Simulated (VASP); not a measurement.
# What goes wrong when Al2O3 (Corundum) is relaxed with a bad input, part 2 of 2

Some relaxations of Al2O3 (Corundum) get a fault in the input on purpose. Which of them show, and how? The starting structure is a measured crystal structure from the Crystallography Open Database. The first relaxation on each setting starts from this cell expanded by 3 % in volume.

VASP 6.6.1.

Results so far: reference 8.57 Å³ an atom; the cell held fixed (ISIF = 2) 8.75 Å³ an atom.

## 4. Relaxation with too few ionic steps

Level of this step: PBEsol; plane waves and PAW (Al, O) (VASP).

A slip made on purpose: too few ionic steps. Against step 2 the input has NSW = 2 (also changed: NELM).

INCAR

```
SYSTEM = Al2O3
PREC = Accurate
ENCUT = 520
EDIFF = 1E-06
NELM = 60
ISMEAR = 0
SIGMA = 0.03
LREAL = .FALSE.
ALGO = Normal
GGA = PS
NBANDS = 34
LORBIT = 11
LWAVE = .FALSE.
LCHARG = .FALSE.
KPAR = 16
IBRION = 2
NSW = 2
ISIF = 3
EDIFFG = -0.006
```

POSCAR

```
Al2O3
1.0
    2.4030461401      1.3873993359      4.3750580714
   -2.4030461401      1.3873993359      4.3750580714
    0.0000000000     -2.7747986717      4.3750580714
Al O
4 6
Direct
    0.1500000000      0.1500000000      0.1500000000
    0.3500000000      0.3500000000      0.3500000000
    0.8500000000      0.8500000000      0.8500000000
    0.6500000000      0.6500000000      0.6500000000
    0.9500000000      0.2500000000      0.5500000000
    0.5500000000      0.9500000000      0.2500000000
    0.2500000000      0.5500000000      0.9500000000
    0.0500000000      0.7500000000      0.4500000000
    0.4500000000      0.0500000000      0.7500000000
    0.7500000000      0.4500000000      0.0500000000
```

KPOINTS

```
Automatic mesh
0
Gamma
6 6 6
0 0 0
```

PAW data sets: Al and O (PBE family, release 64).

Launch:

```bash
> mpirun -np 16 vasp_std
```

Output:

```text
[... set-up lines as in an earlier step ...]
 entering main loop
       N       E                     dE             d eps       ncg     rms          rms(c)
[... 14 cycles as in an earlier step ...]
   1 F= -.78553908E+02 E0= -.78553908E+02  d E =-.785539E+02
[...]
N       E                     dE             d eps       ncg     rms          rms(c)
DAV:   1    -0.788978834806E+02   -0.34397E+00   -0.44264E+01  2180   0.414E+01    0.409E+00
DAV:   2    -0.786778792221E+02    0.22000E+00   -0.17668E+00  2784   0.778E+00    0.106E+00
DAV:   3    -0.786597409063E+02    0.18138E-01   -0.82874E-02  2580   0.171E+00    0.384E-01
DAV:   4    -0.786563514067E+02    0.33895E-02   -0.16203E-02  2766   0.806E-01    0.177E-01
DAV:   5    -0.786560414978E+02    0.30991E-03   -0.23033E-03  2662   0.283E-01    0.478E-02
DAV:   6    -0.786560578043E+02   -0.16307E-04   -0.14830E-04  2628   0.716E-02    0.391E-02
DAV:   7    -0.786560360178E+02    0.21787E-04   -0.60404E-05  2598   0.484E-02    0.117E-02
DAV:   8    -0.786560370059E+02   -0.98809E-06   -0.21075E-05  2688   0.252E-02    0.655E-03
DAV:   9    -0.786560365588E+02    0.44705E-06   -0.28369E-06  1908   0.929E-03
   2 F= -.78656037E+02 E0= -.78656037E+02  d E =-.102128E+00
 trial-energy change:   -0.102128  1 .order   -0.097325   -0.266081    0.071430
 step:   0.8019(harm=  0.7884)  dis= 0.02601  next Energy=   -78.663074 (dE=-0.109E+00)
```

Run time: 34 s. Hardware: 16 MPI ranks of AMD EPYC 7R43, shared host; peak memory 4.4 GiB.

From OUTCAR (step 4):

```text
  Total        1.7637396      1.7637396      1.0844765      0.0000000      0.0000000      0.0000000
  in kB       33.3854396     33.3854396     20.5278183      0.0000000      0.0000000      0.0000000
  external PRESSURE =      29.0995659 kB  Pullay stress =       0.0000000 kB

 POSITION                                       TOTAL-FORCE (eV/Angst)
 -----------------------------------------------------------------------------------
      0.00000      0.00000      1.92211         0.000000      0.000000      0.034229
      0.00000      0.00000      4.57278         0.000000     -0.000000     -0.034229
      0.00000      0.00000     11.06768         0.000000     -0.000000     -0.034229
      0.00000      0.00000      8.41701         0.000000      0.000000      0.034229
      1.64683      0.10939      7.57738         0.041594      0.072042     -0.000000
     -0.91815      1.37151      7.57738        -0.083188      0.000000      0.000000
     -0.72869     -1.48089      7.57738         0.041594     -0.072042      0.000000
     -1.64683     -0.10939      5.41241        -0.041594     -0.072042      0.000000
      0.91815     -1.37151      5.41241         0.083188      0.000000      0.000000
      0.72869      1.48089      5.41241        -0.041594      0.072042     -0.000000
 -----------------------------------------------------------------------------------
    total drift:                               -0.000000      0.000000      0.000000

  FREE ENERGIE OF THE ION-ELECTRON SYSTEM (eV)
  ---------------------------------------------------
  free  energy   TOTEN  =       -78.6560365588 eV

  energy  without entropy=      -78.6560365588  energy(sigma->0) =      -78.65603656

[... 1 part as in an earlier step ...]

[... 2 further parts left out ...]
[key lines of the parts left out:]
E-fermi :   6.2626
```

The relaxation used up its 2 ionic steps (NSW) before forces and stress met EDIFFG.

## 5. Relaxation with only the volume free (ISIF = 7)

A slip made on purpose: only the volume free (ISIF = 7). Against step 2 the input has ISIF = 7 (also changed: NELM).

INCAR: that of step 4 with these lines changed.

```diff
@@ -16,4 +16,4 @@
 IBRION = 2
-NSW = 2
-ISIF = 3
+NSW = 50
+ISIF = 7
 EDIFFG = -0.006
```

POSCAR is that of step 4.

KPOINTS is that of step 4.

Launch:

```bash
> mpirun -np 16 vasp_std
```

Output:

```text
[... set-up lines as in an earlier step ...]
 entering main loop
       N       E                     dE             d eps       ncg     rms          rms(c)
[... 14 cycles as in an earlier step ...]
   1 F= -.78553908E+02 E0= -.78553908E+02  d E =-.785539E+02
[... from here on, the cycles between the ionic steps are left out ...]
   2 F= -.78558809E+02 E0= -.78558809E+02  d E =-.490105E-02
   5 F= -.78574608E+02 E0= -.78574608E+02  d E =-.358165E-05
   9 F= -.78574612E+02 E0= -.78574612E+02  d E =-.692217E-05
  13 F= -.78574612E+02 E0= -.78574612E+02  d E =-.316568E-07
  17 F= -.78574612E+02 E0= -.78574612E+02  d E =0.225191E-08
  21 F= -.78574612E+02 E0= -.78574612E+02  d E =-.501996E-08
  25 F= -.78574612E+02 E0= -.78574612E+02  d E =0.189038E-08
  29 F= -.78574612E+02 E0= -.78574612E+02  d E =-.138061E-08
  33 F= -.78574612E+02 E0= -.78574612E+02  d E =-.121299E-07
  37 F= -.78574612E+02 E0= -.78574612E+02  d E =0.791260E-09
  41 F= -.78574612E+02 E0= -.78574612E+02  d E =0.467435E-08
  45 F= -.78574612E+02 E0= -.78574612E+02  d E =-.174623E-09
  49 F= -.78574612E+02 E0= -.78574612E+02  d E =-.180626E-08
  50 F= -.78574612E+02 E0= -.78574612E+02  d E =0.859472E-10
[...]
trial-energy change:    0.000000  1 .order   -0.000000   -0.000000   -0.000000
 step:   1.6132(harm=  1.6132)  dis= 0.00000  next Energy=   -78.574612 (dE=-0.259E-09)
```

The job ended after 3.1 min (16 MPI ranks; peak memory 4.9 GiB).

OUTCAR, selected parts (step 5):

```text
  Total       -0.0597847     -0.0597847      0.1198872      0.0000000      0.0000000      0.0000000
  in kB       -1.1142500     -1.1142500      2.2344245      0.0000000      0.0000000      0.0000000
  external PRESSURE =       0.0019748 kB  Pullay stress =       0.0000000 kB

 POSITION                                       TOTAL-FORCE (eV/Angst)
 -----------------------------------------------------------------------------------
      0.00000      0.00000      1.95705         0.000000     -0.000000     -0.596472
      0.00000      0.00000      4.56646         0.000000      0.000000      0.596472
      0.00000      0.00000     11.08997         0.000000      0.000000      0.596472
      0.00000      0.00000      8.48057         0.000000     -0.000000     -0.596472
      1.67212      0.13791      7.61076        -0.368339     -0.637982     -0.000000
     -0.95550      1.37914      7.61076         0.736678      0.000000      0.000000
     -0.71662     -1.51705      7.61076        -0.368339      0.637982     -0.000000
     -1.67212     -0.13791      5.43626         0.368339      0.637982     -0.000000
      0.95550     -1.37914      5.43626        -0.736678      0.000000      0.000000
      0.71662      1.51705      5.43626         0.368339     -0.637982     -0.000000
 -----------------------------------------------------------------------------------
    total drift:                               -0.000000      0.000000      0.000000

  FREE ENERGIE OF THE ION-ELECTRON SYSTEM (eV)
  ---------------------------------------------------
  free  energy   TOTEN  =       -78.5746118771 eV

  energy  without entropy=      -78.5746118771  energy(sigma->0) =      -78.57461188

[... 1 part as in an earlier step ...]

[... 2 further parts left out ...]
[key lines of the parts left out:]
E-fermi :   6.0557
```

Logs of long relaxations may skip ionic steps without a mark.

With only the volume free, forces and the rest of the stress can never meet EDIFFG, so the run used up its 50 ionic steps.

## 6. Relaxation with too few electronic steps

A slip made on purpose: too few electronic steps. Against step 2 the input has NELM = 4 (also changed: NSW).

INCAR: that of step 5 with these lines changed.

```diff
@@ -4,3 +4,3 @@
 EDIFF = 1E-06
-NELM = 60
+NELM = 4
 ISMEAR = 0
@@ -16,4 +16,4 @@
 IBRION = 2
-NSW = 50
-ISIF = 7
+NSW = 30
+ISIF = 3
 EDIFFG = -0.006
```

POSCAR is that of step 5.

KPOINTS is that of step 5.

Launch:

```bash
> mpirun -np 16 vasp_std
```

Output:

```text
[... set-up lines as in an earlier step ...]
 entering main loop
       N       E                     dE             d eps       ncg     rms          rms(c)
[... 4 cycles as in an earlier step ...]
 -----------------------------------------------------------------------------
|                                                                             |
|           W    W    AA    RRRRR   N    N  II  N    N   GGGG   !!!           |
|           W    W   A  A   R    R  NN   N  II  NN   N  G    G  !!!           |
|           W    W  A    A  R    R  N N  N  II  N N  N  G       !!!           |
|           W WW W  AAAAAA  RRRRR   N  N N  II  N  N N  G  GGG   !            |
|           WW  WW  A    A  R   R   N   NN  II  N   NN  G    G                |
|           W    W  A    A  R    R  N    N  II  N    N   GGGG   !!!           |
|                                                                             |
|     The electronic self-consistency was not achieved in the given           |
|     number of steps (NELM). The forces and other quantities evaluated       |
[...]
[... from here on, the cycles between the ionic steps are left out ...]
   2 F= -.30882745E+02 E0= -.30878705E+02  d E =0.548981E+02
[...]
|     The electronic self-consistency was not achieved in the given           |
   3 F= -.68294658E+02 E0= -.68294658E+02  d E =0.174862E+02
   5 F= -.77771523E+02 E0= -.77771523E+02  d E =0.800931E+01
   7 F= -.78470331E+02 E0= -.78470331E+02  d E =0.731050E+01
   9 F= -.78549594E+02 E0= -.78549594E+02  d E =0.723124E+01
  11 F= -.78562763E+02 E0= -.78562763E+02  d E =0.721807E+01
  13 F= -.78565631E+02 E0= -.78565631E+02  d E =0.721520E+01
  15 F= -.78566321E+02 E0= -.78566321E+02  d E =0.721451E+01
  17 F= -.78566491E+02 E0= -.78566491E+02  d E =0.721434E+01
  19 F= -.78566534E+02 E0= -.78566534E+02  d E =0.721430E+01
  21 F= -.78663286E+02 E0= -.78663286E+02  d E =-.967525E-01
  23 F= -.78666582E+02 E0= -.78666582E+02  d E =-.329594E-02
  25 F= -.78666583E+02 E0= -.78666583E+02  d E =-.329636E-02
  27 F= -.78666786E+02 E0= -.78666786E+02  d E =-.203475E-03
  28 F= -.78666797E+02 E0= -.78666797E+02  d E =-.105579E-04
 trial-energy change:   -0.000011  1 .order   -0.000011   -0.000014   -0.000007
 step:   1.4765(harm=  1.4765)  dis= 0.00056  next Energy=   -78.666800 (dE=-0.139E-04)
 reached required accuracy - stopping structural energy minimisation
```

The job ended after 2.4 min (16 MPI ranks; peak memory 5 GiB; 37 min of CPU time).

Parts of OUTCAR (step 6):

```text
  Total        0.0030502      0.0030502     -0.0206391     -0.0000000     -0.0000000      0.0000000
  in kB        0.0570607      0.0570607     -0.3860970     -0.0000000     -0.0000000      0.0000000
  external PRESSURE =      -0.0906585 kB  Pullay stress =       0.0000000 kB

 POSITION                                       TOTAL-FORCE (eV/Angst)
 -----------------------------------------------------------------------------------
     -0.00000      0.00000      1.92538         0.000000     -0.000000     -0.004873
     -0.00000      0.00000      4.58207         0.000000      0.000000      0.004873
     -0.00000      0.00000     11.08952         0.000000      0.000000      0.004873
     -0.00000      0.00000      8.43283         0.000000     -0.000000     -0.004873
      1.65723      0.11385      7.59202        -0.000666     -0.001153      0.000000
     -0.92722      1.37828      7.59202         0.001331     -0.000000      0.000000
     -0.73002     -1.49213      7.59202        -0.000666      0.001153     -0.000000
     -1.65723     -0.11385      5.42287         0.000666      0.001153     -0.000000
      0.92722     -1.37828      5.42287        -0.001331     -0.000000      0.000000
      0.73002      1.49213      5.42287         0.000666     -0.001153      0.000000
 -----------------------------------------------------------------------------------
    total drift:                               -0.000000      0.000000      0.000000

  FREE ENERGIE OF THE ION-ELECTRON SYSTEM (eV)
  ---------------------------------------------------
  free  energy   TOTEN  =       -78.6667968949 eV

  energy  without entropy=      -78.6667968949  energy(sigma->0) =      -78.66679689

[... 2 parts as in an earlier step ...]

[... 2 further parts left out ...]
[key lines of the parts left out:]
E-fermi :   6.1030
```

With too few electronic steps the cell ends at 8.565 Å³ an atom, -0.01 % from the reference.

## 7. The runs compared

```csv
run,ended,volume (Å³/atom),change (%),pressure left (GPa),core minutes
reference,converged,8.565,-,-0.03,25.3
the cell held fixed (ISIF = 2),converged,8.752,2.18,-5.04,13.1
too few ionic steps,not converged,-,-,-,9.07
only the volume free (ISIF = 7),not converged,-,-,-,49.3
too few electronic steps,converged,8.565,-0.01,-0.01,37.6
```

Core minutes are wall time times ranks, summed over the relaxations behind a row (those for a bulk modulus apart), on shared hosts.

## 8. Results

```json
{
  "volume of the reference": "8.565 Å³/atom",
  "volume against the reference, the cell held fixed (ISIF = 2)": "+2.18 %",
  "volume against the reference, too few electronic steps": "-0.01 %",
  "run with too few ionic steps": "not converged",
  "run with only the volume free (ISIF = 7)": "not converged"
}
```

The runs with too few ionic steps and only the volume free (ISIF = 7) didn't converge. Finished, but with signs in the output that stand out against the reference: the cell held fixed (ISIF = 2), with the volume kept at the input's, +2.2 % from the reference (signs: a stress of up to 5.3 GPa); too few electronic steps, with the volume changed by less than 0.1 % (signs: warnings that the electronic loop ran out of cycles, 199.9 GPa at the first ionic step (of the first relaxations, not shown; reference: -4.2 GPa) and an energy that rises by up to 5.5 eV an atom on the way). The reference was restarted once and the runs with a slip weren't, so their cells may not have settled fully. Further runs on this material are not shown.

[Lines on the potential files, build, host, timing and source positions are cut from VASP's logs without a mark.]

[Logs are printed without paths, hosts, clocks, repeated set-up lines and the standing remarks that a program may print on its own settings, such as how far it seeks lower states.]

[Hosts, paths, dates, database ids (printed as entryN), source tags and the programs' standing remarks are cut or masked in the printed files.]
